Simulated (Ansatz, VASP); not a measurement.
AlN: VASP beside Ansatz

File INCAR:

```
  PREC = Accurate
  ENCUT = 520
  EDIFF = 1E-8
  ISMEAR = 0
  SIGMA = 0.01
  LREAL = Auto
  LASPH = T
  NELM = 100
  ALGO = Fast
  ISIF = 2
  LWAVE = F
  LCHARG = F
  GGA = PE
  LEFG = T
  NBANDS = 86
```

KPOINTS

```
Automatic mesh
0
Gamma
  4 4 2
```

The input POSCAR:

```
AlN
1.0
    6.2260000000      0.0000000000      0.0000000000
   -3.1130000000      5.3918741640      0.0000000000
    0.0000000000      0.0000000000      9.9620000000
Al N
16 16
Direct
    0.1666666667      0.3333333333      0.9995074667
    0.1666666667      0.3333333333      0.4995074667
    0.1666666667      0.8333333333      0.9995074667
    0.1666666667      0.8333333333      0.4995074667
    0.6666666667      0.3333333333      0.9995074667
    0.6666666667      0.3333333333      0.4995074667
    0.6666666667      0.8333333333      0.9995074667
    0.6666666667      0.8333333333      0.4995074667
    0.3333333333      0.1666666667      0.2495074667
    0.3333333333      0.1666666667      0.7495074667
    0.3333333333      0.6666666667      0.2495074667
    0.3333333333      0.6666666667      0.7495074667
    0.8333333333      0.1666666667      0.2495074667
    0.8333333333      0.1666666667      0.7495074667
    0.8333333333      0.6666666667      0.2495074667
    0.8333333333      0.6666666667      0.7495074667
    0.1666666667      0.3333333333      0.1904925333
    0.1666666667      0.3333333333      0.6904925333
    0.1666666667      0.8333333333      0.1904925333
    0.1666666667      0.8333333333      0.6904925333
    0.6666666667      0.3333333333      0.1904925333
    0.6666666667      0.3333333333      0.6904925333
    0.6666666667      0.8333333333      0.1904925333
    0.6666666667      0.8333333333      0.6904925333
    0.3333333333      0.1666666667      0.4404925333
    0.3333333333      0.1666666667      0.9404925333
    0.3333333333      0.6666666667      0.4404925333
    0.3333333333      0.6666666667      0.9404925333
    0.8333333333      0.1666666667      0.4404925333
    0.8333333333      0.1666666667      0.9404925333
    0.8333333333      0.6666666667      0.4404925333
    0.8333333333      0.6666666667      0.9404925333
```

Input for Ansatz:

```yaml
crystal:
  lattice:
    - [6.226, 0.0, 0.0]
    - [-3.113, 5.391874164, 0.0]
    - [0.0, 0.0, 9.962]
  atoms:
    - { symbol: Al, position: [0.1666666667, 0.3333333333, 0.9995074667] }
    - { symbol: Al, position: [0.1666666667, 0.3333333333, 0.4995074667] }
    - { symbol: Al, position: [0.1666666667, 0.8333333333, 0.9995074667] }
    - { symbol: Al, position: [0.1666666667, 0.8333333333, 0.4995074667] }
    - { symbol: Al, position: [0.6666666667, 0.3333333333, 0.9995074667] }
    - { symbol: Al, position: [0.6666666667, 0.3333333333, 0.4995074667] }
    - { symbol: Al, position: [0.6666666667, 0.8333333333, 0.9995074667] }
    - { symbol: Al, position: [0.6666666667, 0.8333333333, 0.4995074667] }
    - { symbol: Al, position: [0.3333333333, 0.1666666667, 0.2495074667] }
    - { symbol: Al, position: [0.3333333333, 0.1666666667, 0.7495074667] }
    - { symbol: Al, position: [0.3333333333, 0.6666666667, 0.2495074667] }
    - { symbol: Al, position: [0.3333333333, 0.6666666667, 0.7495074667] }
    - { symbol: Al, position: [0.8333333333, 0.1666666667, 0.2495074667] }
    - { symbol: Al, position: [0.8333333333, 0.1666666667, 0.7495074667] }
    - { symbol: Al, position: [0.8333333333, 0.6666666667, 0.2495074667] }
    - { symbol: Al, position: [0.8333333333, 0.6666666667, 0.7495074667] }
    - { symbol: "N", position: [0.1666666667, 0.3333333333, 0.1904925333] }
    - { symbol: "N", position: [0.1666666667, 0.3333333333, 0.6904925333] }
    - { symbol: "N", position: [0.1666666667, 0.8333333333, 0.1904925333] }
    - { symbol: "N", position: [0.1666666667, 0.8333333333, 0.6904925333] }
    - { symbol: "N", position: [0.6666666667, 0.3333333333, 0.1904925333] }
    - { symbol: "N", position: [0.6666666667, 0.3333333333, 0.6904925333] }
    - { symbol: "N", position: [0.6666666667, 0.8333333333, 0.1904925333] }
    - { symbol: "N", position: [0.6666666667, 0.8333333333, 0.6904925333] }
    - { symbol: "N", position: [0.3333333333, 0.1666666667, 0.4404925333] }
    - { symbol: "N", position: [0.3333333333, 0.1666666667, 0.9404925333] }
    - { symbol: "N", position: [0.3333333333, 0.6666666667, 0.4404925333] }
    - { symbol: "N", position: [0.3333333333, 0.6666666667, 0.9404925333] }
    - { symbol: "N", position: [0.8333333333, 0.1666666667, 0.4404925333] }
    - { symbol: "N", position: [0.8333333333, 0.1666666667, 0.9404925333] }
    - { symbol: "N", position: [0.8333333333, 0.6666666667, 0.4404925333] }
    - { symbol: "N", position: [0.8333333333, 0.6666666667, 0.9404925333] }
kpoints:
  mp_grid: { grid: [4, 4, 2] }
scf:
  occupations: { method: fixed }
hamiltonian:
  xc: pbe
  pseudopotentials: { kind: paw }
output:
  forces: true
  efg:
    quadrupole_moments_barn: { Al: 0.1466, "N": 0.02044 }
    contact_densities: true
  core_levels:
    shells: { Al: "2p", "N": "1s" }
    counted_from: valence_top
    eps_inf: [4.438, 4.438, 4.661]
    add_spin: false
```

Alike in both runs: task electric field gradients; functional PBE; k mesh 4 × 4 × 2; no spin polarisation.

|  | VASP | Ansatz |
| --- | --- | --- |
| version | VASP 6.6.1 | Ansatz 0.2.0 |
| potentials or method | VASP PAW PBE potentials, release 64 (Al, N) | plane-wave PAW, scalar-relativistic |
| plane-wave cutoff (eV) | 520 | 420 |
| occupations | gaussian, width 0.01 eV | fixed |
| valence electrons in the cell | 128 | 128 |

```tsv
	VASP	Ansatz	Ansatz less VASP
gap on the k mesh at the Fermi level (eV)	4.19	4.18	-0.011
Vzz of the field gradient on the site that differs most (V/Å²)	0.0	-0.2	-0.14
```
